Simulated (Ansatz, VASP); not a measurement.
**One calculation of MoS2, two programs**

```
Mo S
1.0
     1.56407    0.90302    6.03235
    -1.56407    0.90302    6.03235
     0.00000   -1.80603    6.03235
Mo S
1 2
Cartesian
  0.0000 0.0000 0.0000
  0.0000 0.0000 4.5243
  0.0000 0.0000 13.5728
```

Change from the starting cell: volume scaled by 0.96.

Alike in both runs: task single point; functional LDA; k mesh 10 × 10 × 10; occupations fermi-dirac, width 0.05 eV; no spin polarisation.

```csv
,VASP,Ansatz
version,VASP 6.6.1,Ansatz 0.2.0
potentials or method,"VASP PAW LDA potentials, release 64 (Mo_sv, S), cutoff 520 eV","all-electron LAPW, scalar-relativistic"
```

Ansatz gave:

```
gap on the k mesh at the Fermi level (eV)       : none
pressure (GPa)                                  : 7.0
largest component of the traceless stress (GPa) : 3.85
rms of the force components (eV/Å)              : 0.633
```

**Question.** Which values does VASP return?

**Answer.** gap on the k mesh at the Fermi level (eV): none; pressure (GPa): 7.1; largest component of the traceless stress (GPa): 3.87; rms of the force components (eV/Å): 0.640.

Atom by atom the forces differ by 0.007 eV/Å (rms over components). A gap of «none» marks a metal or a gap that the smearing closes. Ansatz ran all-electron here, so the differences hold the error of VASP's frozen core and of both bases.

Caveats: the cell's inner coordinates are idealised or old, which leaves forces on the atoms.
